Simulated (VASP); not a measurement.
A run of VASP 6.6.1 is set up as follows.

File INCAR:

```
PREC = Accurate ; ENCUT = 520
EDIFF = 1E-7 ; ISMEAR = 0
SIGMA = 0.05 ; LREAL = False
LASPH = True ; NELM = 120
ALGO = Fast ; ISIF = 2
LWAVE = False ; LCHARG = True
LMAXMIX = 6 ; LDAU = True
LDAUTYPE = 2 ; LDAUL = 3 -1
LDAUU = 2 0 ; LDAUJ = 0 0
LDAUPRINT = 1 ; GGA = PS
LELF = True ; LVHAR = True
```

Contents of KPOINTS:

```
Automatic mesh
0
Gamma
  7 7 7
```

POSCAR

```
CeO
1.0
    2.8880971600      0.0000000000      0.0000000000
    0.0000000000      2.8880971600      0.0000000000
    0.0000000000      0.0000000000      2.8880971600
Ce O
1 1
Direct
    0.0000000000      0.0000000000      0.0000000000
    0.5000000000      0.5000000000      0.5000000000
```

Potentials or basis: VASP PAW PBE potentials, release 64 (Ce, O).

Run with:

```sh
$ cat potpaw_PBE.64/Ce/POTCAR potpaw_PBE.64/O/POTCAR > POTCAR
$ mpirun -np 1 vasp_std > vasp.out
```

**Question.** Predict the pressure.

**Answer.** 34.9 GPa.

**Question.** Estimate the band gap on the k mesh.

**Answer.** None (metal or under the smearing width).

Eigenvalues of the final occupation matrices:
| site | spin | trace | eigenvalues |
| --- | --- | --- | --- |
| site 1 f | 1 | 0.57 | 0.04 0.05 0.05 0.05 0.13 0.13 0.13 |
| site 1 f | 2 | 0.57 | 0.04 0.05 0.05 0.05 0.13 0.13 0.13 |

Caveat: a pressure of tens of GPa on the cell as given is suspect, and the run, the potentials or the cell itself is likely at fault; the PAW data sets were made with another functional, which shifts forces and pressure a little; the run has no spin polarisation, though such a crystal can be magnetic; U without spin polarisation on a metal has little footing. The run has no spin-orbit coupling, so splittings on Ce are missing.
